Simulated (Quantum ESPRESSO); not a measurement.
Write the native input for Quantum ESPRESSO 7.5 that does the following.

- Task: single point
- Functional: LDA
- Potentials or basis: PseudoDojo 0.4.1 SR LDA stringent
- Cutoff: 1170 eV
- Density cutoff: 4680 eV
- k mesh: 10 × 10 × 10
- Occupations: methfessel-paxton, width 0.05 eV
- Spin: no spin polarisation
- Form of the LDA correlation: PW92
- Mixing beta: 0.5
- Most SCF iterations: 120
- SCF threshold: 2e-10 Ry

Sn:

```
Sn
1.0
    -1.89114    1.89779    1.87320
     1.89711   -1.92154    1.90292
     1.88324    1.91364   -1.89694
Sn
1
Direct
  0.00000 0.00000 0.00000
```

This isn't the form of Sn at room conditions, which is tetragonal (white tin).

One way to write it, as run:

pw.in

```
&CONTROL
  calculation = 'scf'
  prefix = 'pwscf'
  outdir = './tmp'
  pseudo_dir = './pseudo'
  tprnfor = .true.
  tstress = .true.
  disk_io = 'nowf'
/
&SYSTEM
  ibrav = 0
  nat = 1
  ntyp = 1
  ecutwfc = 86
  nbnd = 18
  occupations = 'smearing'
  smearing = 'mp'
  degauss = 0.00367493
/
&ELECTRONS
  conv_thr = 2d-10
  electron_maxstep = 120
  mixing_beta = 0.5
/
ATOMIC_SPECIES
Sn   118.7100 Sn.upf
CELL_PARAMETERS bohr
  -3.5737333941    3.5863085577    3.5398353735
   3.5850207849   -3.6311790841    3.5959933096
   3.5588172567    3.6162629466   -3.5847058999
ATOMIC_POSITIONS bohr
Sn     0.0000000000    0.0000000000    0.0000000000
K_POINTS automatic
10 10 10 0 0 0
```

Potentials or basis: PseudoDojo 0.4.1 SR LDA stringent.

The run is started by

```console
$ OMP_NUM_THREADS=1 pw.x -in pw.in > pw.out
```

It gave:

| Item | Value |
| --- | --- |
| Pressure | -5.6 GPa |
| Band gap on the k mesh | none (metal or under the smearing width) |

Wall time 2.7 min on 1 thread of Intel(R) Xeon(R) 6975P-C (Granite Rapids), on a shared host, peak memory 0.38 GiB.
